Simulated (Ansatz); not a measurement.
An input for Ansatz 0.2.0 (Tm):

The input run.py:

```python
import json

import ase.io
import numpy as np
import spglib

import ansatz as az

atoms = ase.io.read("Tm.cif")
cell, frac, numbers = spglib.find_primitive((atoms.cell[:], atoms.get_scaled_positions(), atoms.numbers), symprec=1e-5)
atoms = ase.Atoms(numbers, cell=cell, scaled_positions=frac, pbc=True)
atoms.set_initial_magnetic_moments([1.79])

calculation = (
    az.Crystal.from_ase(atoms)
    .calculation()
    .kpoints(0, 9, 9)
    .functional("pbe", dispersion="d3bj")
    .pseudopotentials(kind="paw", partial_waves="polarizable")
    .spin("collinear")
    .scf(extra_bands=6)
    .occupations(method="fermi_dirac", width=0.1)
    .band_structure(path=(((0.0, 0.0, 0.0), (0.5, -0.5, 0.5), (0.0, 0.0, 0.5), (0.0, 0.0, 0.0), (0.25, 0.25,
        0.25), (0.5, -0.5, 0.5)), ((0.25, 0.25, 0.25), (0.0, 0.0, 0.5))), intervals=14)
    .forces()
    .stress()
    .band_table(publish=True)
)
outcome = calculation.run(threads=2, events_out="events.jsonl")

report = outcome.report
for line in open("events.jsonl"):
    event = json.loads(line)
    if event["event"] == "scf_iter":
        d = event["data"]
        print(f"SCF {d['iter']:3d}  HF = {d['harris_foulkes_ev']:.6f} eV  dr2 = {d['dr2_ev']:.2e} eV")
    elif event["event"] in ("relax_step", "md_step"):
        d = event["data"]
        print(f"{event['event']} {d['step']:3d}  E = {d['lagrangian_ev']:.6f} eV")
np.set_printoptions(precision=5, suppress=True, linewidth=110)
print("converged:", report["converged"], "after", report["n_iterations"], "iterations")
print(f"free energy {report['free_energy_ev']:.6f} eV, Fermi level {report['fermi_energy_ev']:.4f} eV")
for key in ("band_edges_ev", "magnetization_mub", "site_moments_mub", "site_moments_nc_mub", "forces_ev_ang",
                "stress_gpa", "kpoints_frac", "eigenvalues_ev"):
    if report.get(key) is not None:
        print(key, np.array(report[key]), sep="\n")
```

Contents of Tm.cif:

```cif
data_Tm
_cell_length_a 4.24542116
_cell_length_b 4.24542116
_cell_length_c 4.24542116
_cell_angle_alpha 90.00000000
_cell_angle_beta 90.00000000
_cell_angle_gamma 90.00000000
_space_group_name_H-M_alt 'Im-3m'
_space_group_name_Hall '-I 4 2 3'
_space_group_IT_number 229
loop_
_space_group_symop_operation_xyz
'x,y,z'
'-x,-y,-z'
'-y,x,z'
'y,-x,-z'
'-x,-y,z'
'x,y,-z'
'y,-x,z'
'-y,x,-z'
'x,-y,-z'
'-x,y,z'
'-y,-x,-z'
'y,x,z'
'-x,y,-z'
'x,-y,z'
'y,x,-z'
'-y,-x,z'
'z,x,y'
'-z,-x,-y'
'z,-y,x'
'-z,y,-x'
'z,-x,-y'
'-z,x,y'
'z,y,-x'
'-z,-y,x'
'-z,x,-y'
'z,-x,y'
'-z,-y,-x'
'z,y,x'
'-z,-x,y'
'z,x,-y'
'-z,y,x'
'z,-y,-x'
'y,z,x'
'-y,-z,-x'
'x,z,-y'
'-x,-z,y'
'-y,z,-x'
'y,-z,x'
'-x,z,y'
'x,-z,-y'
'-y,-z,x'
'y,z,-x'
'-x,-z,-y'
'x,z,y'
'y,-z,-x'
'-y,z,x'
'x,-z,y'
'-x,z,-y'
'x+1/2,y+1/2,z+1/2'
'-x+1/2,-y+1/2,-z+1/2'
'-y+1/2,x+1/2,z+1/2'
'y+1/2,-x+1/2,-z+1/2'
'-x+1/2,-y+1/2,z+1/2'
'x+1/2,y+1/2,-z+1/2'
'y+1/2,-x+1/2,z+1/2'
'-y+1/2,x+1/2,-z+1/2'
'x+1/2,-y+1/2,-z+1/2'
'-x+1/2,y+1/2,z+1/2'
'-y+1/2,-x+1/2,-z+1/2'
'y+1/2,x+1/2,z+1/2'
'-x+1/2,y+1/2,-z+1/2'
'x+1/2,-y+1/2,z+1/2'
'y+1/2,x+1/2,-z+1/2'
'-y+1/2,-x+1/2,z+1/2'
'z+1/2,x+1/2,y+1/2'
'-z+1/2,-x+1/2,-y+1/2'
'z+1/2,-y+1/2,x+1/2'
'-z+1/2,y+1/2,-x+1/2'
'z+1/2,-x+1/2,-y+1/2'
'-z+1/2,x+1/2,y+1/2'
'z+1/2,y+1/2,-x+1/2'
'-z+1/2,-y+1/2,x+1/2'
'-z+1/2,x+1/2,-y+1/2'
'z+1/2,-x+1/2,y+1/2'
'-z+1/2,-y+1/2,-x+1/2'
'z+1/2,y+1/2,x+1/2'
'-z+1/2,-x+1/2,y+1/2'
'z+1/2,x+1/2,-y+1/2'
'-z+1/2,y+1/2,x+1/2'
'z+1/2,-y+1/2,-x+1/2'
'y+1/2,z+1/2,x+1/2'
'-y+1/2,-z+1/2,-x+1/2'
'x+1/2,z+1/2,-y+1/2'
'-x+1/2,-z+1/2,y+1/2'
'-y+1/2,z+1/2,-x+1/2'
'y+1/2,-z+1/2,x+1/2'
'-x+1/2,z+1/2,y+1/2'
'x+1/2,-z+1/2,-y+1/2'
'-y+1/2,-z+1/2,x+1/2'
'y+1/2,z+1/2,-x+1/2'
'-x+1/2,-z+1/2,-y+1/2'
'x+1/2,z+1/2,y+1/2'
'y+1/2,-z+1/2,-x+1/2'
'-y+1/2,z+1/2,x+1/2'
'x+1/2,-z+1/2,y+1/2'
'-x+1/2,z+1/2,-y+1/2'
loop_
_atom_site_label
_atom_site_type_symbol
_atom_site_symmetry_multiplicity
_atom_site_Wyckoff_symbol
_atom_site_fract_x
_atom_site_fract_y
_atom_site_fract_z
_atom_site_occupancy
Tm1 Tm 2 a 0.0000000000 0.0000000000 0.0000000000 1
```

Potentials or basis: Ansatz PAW polarizable.

Launch:

```sh
$ python run.py
```

**Question.** What does the program do with it?

**Answer.** The run stopped without a result. It printed:

Output:

```text
Traceback (most recent call last):
  File "run.py", line 29, in <module>
  [frames inside libraries left out]
ansatz.RefusalError: invalid value for `kpoints.mp_grid.grid`: each dimension must be in 1..=255
```
